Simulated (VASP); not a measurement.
## VASP 6.6.1 run: Si

INCAR

```
NELM = 120
ISIF = 2
ENCUT = 700
PREC = Accurate
EDIFF = 1E-7
NBANDS = 11
METAGGA = R2SCAN
LCHARG = .FALSE.
LREAL = .FALSE.
NSW = 0
SIGMA = 0.01
IBRION = -1
LWAVE = .FALSE.
ISMEAR = 0
LASPH = .TRUE.
ALGO = Normal
```

KPOINTS

```
KPOINTS created by Atomic Simulation Environment
0
Gamma
8 8 8
0 0 0
```

POSCAR

```
Si
 1.0000000000000000
     0.0000000000000000    2.7221188956232685    2.7221188956232685
     2.7221188956232685    0.0000000000000000    2.7221188956232685
     2.7221188956232685    2.7221188956232685    0.0000000000000000
 Si
   2
Cartesian
  0.0000000000000000 -0.0000000000000000  0.0000000000000000
  1.3610594478116342  1.3610594478116342  1.3610594478116342
```

The recommended PBE PAW datasets give the neutral cell 8 valence electrons.

Command

```
mpirun -np 1 vasp_std
```

OSZICAR

```
N       E                     dE             d eps       ncg     rms          rms(c)
DAV:   1     0.132424273546E+01    0.13242E+01   -0.38808E+03   638   0.741E+02
DAV:   2    -0.180265292920E+02   -0.19351E+02   -0.18152E+02   809   0.955E+01
DAV:   3    -0.187095434521E+02   -0.68301E+00   -0.68114E+00   815   0.148E+01
DAV:   4    -0.187142827522E+02   -0.47393E-02   -0.47388E-02   758   0.150E+00
DAV:   5    -0.187143271715E+02   -0.44419E-04   -0.44419E-04   794   0.142E-01    0.599E+00
DAV:   6    -0.175495784155E+02    0.11647E+01   -0.13300E-01   709   0.221E+00    0.411E+00
DAV:   7    -0.175475954503E+02    0.19830E-02   -0.14613E-01   680   0.189E+00    0.305E-01
DAV:   8    -0.175466944506E+02    0.90100E-03   -0.57888E-03   728   0.428E-01    0.404E-01
DAV:   9    -0.175468183459E+02   -0.12390E-03   -0.33307E-04   740   0.150E-01    0.430E-02
DAV:  10    -0.175468323854E+02   -0.14039E-04   -0.72034E-06   750   0.207E-02    0.134E-02
DAV:  11    -0.175468358734E+02   -0.34880E-05   -0.14404E-06   755   0.843E-03    0.291E-03
DAV:  12    -0.175468358562E+02    0.17172E-07   -0.61044E-08   492   0.161E-03
   1 F= -.17546836E+02 E0= -.17546836E+02  d E =-.267464E-23
```

From OUTCAR

```
k-points           NKPTS =     29   k-points in BZ     NKDIM =     29   number of bands    NBANDS=     11

   NELECT =       8.0000    total number of electrons

   dimension x,y,z NGX =    36 NGY =   36 NGZ =   36
   dimension x,y,z NGXF=    72 NGYF=   72 NGZF=   72

  energy-cutoff  :      700.00
  volume of cell :       40.34
      direct lattice vectors                 reciprocal lattice vectors
     0.000000000  2.722118896  2.722118896    -0.183680441  0.183680441  0.183680441
     2.722118896  0.000000000  2.722118896     0.183680441 -0.183680441  0.183680441
     2.722118896  2.722118896  0.000000000     0.183680441  0.183680441 -0.183680441

 k-points in reciprocal lattice and weights: KPOINTS created by Atomic Simulation Env
   0.00000000  0.00000000  0.00000000       0.002
   0.12500000  0.00000000  0.00000000       0.016
   0.25000000  0.00000000  0.00000000       0.016
   0.37500000  0.00000000  0.00000000       0.016
   0.50000000  0.00000000  0.00000000       0.008
   0.12500000  0.12500000  0.00000000       0.012
   0.25000000  0.12500000  0.00000000       0.047
   0.37500000  0.12500000  0.00000000       0.047
   ...

 E-fermi :   5.7293

 k-point     1 :       0.0000    0.0000    0.0000
  band No.  band energies     occupation
      1      -6.8102      2.00000
      2       5.6630      2.00000
      3       5.6630      2.00000
      4       5.6630      2.00000
      5       8.4177      0.00000
      6       8.4177      0.00000
      7       8.4177      0.00000
      8       9.5601      0.00000
      9      13.7854      0.00000
     10      13.7854      0.00000
     11      14.3311      0.00000

 k-point     2 :       0.1250    0.0000    0.0000
  band No.  band energies     occupation
      1      -6.5967      2.00000
      2       4.0299      2.00000
      3       5.3600      2.00000
      4       5.3600      2.00000
      5       8.4451      0.00000
      6       8.8642      0.00000
      7       8.8642      0.00000
      8      10.8735      0.00000
      9      13.3100      0.00000
     10      13.3100      0.00000
     11      15.1188      0.00000

 k-point     3 :       0.2500    0.0000    0.0000
  band No.  band energies     occupation
      1      -5.9740      2.00000
      2       1.6066      2.00000
      3       4.8631      2.00000
      4       4.8631      2.00000
      5       8.0058      0.00000
      6       9.4157      0.00000
      7       9.4157      0.00000
      8      13.1561      0.00000
      9      13.2873      0.00000
     10      13.2873      0.00000
     11      15.3409      0.00000

 k-point     4 :       0.3750    0.0000    0.0000
  band No.  band energies     occupation
      1      -5.0407      2.00000
      2      -0.5028      2.00000
      3       4.5160      2.00000
      4       4.5160      2.00000
      5       7.6473      0.00000
      6       9.3672      0.00000
      7       9.3672      0.00000
      8      14.1451      0.00000
      9      14.7539      0.00000
     10      14.7539      0.00000
     11      16.0685      0.00000

 k-point     5 :       0.5000    0.0000    0.0000
  band No.  band energies     occupation
      1      -4.3769      2.00000
      2      -1.5686      2.00000
      3       4.3969      2.00000
      4       4.3969      2.00000
      5       7.5195      0.00000
      6       9.2538      0.00000
      7       9.2538      0.00000
      8      13.9894      0.00000
      9      16.8055      0.00000
     10      16.8055      0.00000
     11      17.7187      0.00000

 ...

  Total       -0.0584791     -0.0584791     -0.0584791      0.0000000      0.0000000      0.0000000
  in kB       -2.3225228     -2.3225228     -2.3225228      0.0000000      0.0000000      0.0000000
  external PRESSURE =      -2.3225228 kB  Pullay stress =       0.0000000 kB

 POSITION                                       TOTAL-FORCE (eV/Angst)
 -----------------------------------------------------------------------------------
      0.00000      0.00000      0.00000         0.000000     -0.000000      0.000000
      1.36106      1.36106      1.36106        -0.000000      0.000000     -0.000000
 -----------------------------------------------------------------------------------
    total drift:                                0.000000      0.000000     -0.000000

  FREE ENERGIE OF THE ION-ELECTRON SYSTEM (eV)
  ---------------------------------------------------
  free  energy   TOTEN  =       -17.5468358562 eV

  energy  without entropy=      -17.5468358562  energy(sigma->0) =      -17.54683586
```

It converged. Results: gap between bands v and c on the k mesh 0.83 eV; least direct gap on the k mesh 2.75 eV; pressure -0.2 GPa. Band v is the last that the valence electrons fill when counted band by band, and c is the next.

For comparison, a separate r²SCAN run of the intended cell, on usual settings and not on those above, gives a gap of 0.83 eV on its mesh and a pressure of -0.2 GPa.

The run above took about 65 s on one core of a shared host (Intel Xeon Platinum 8488C) and held 0.2 GiB at most.
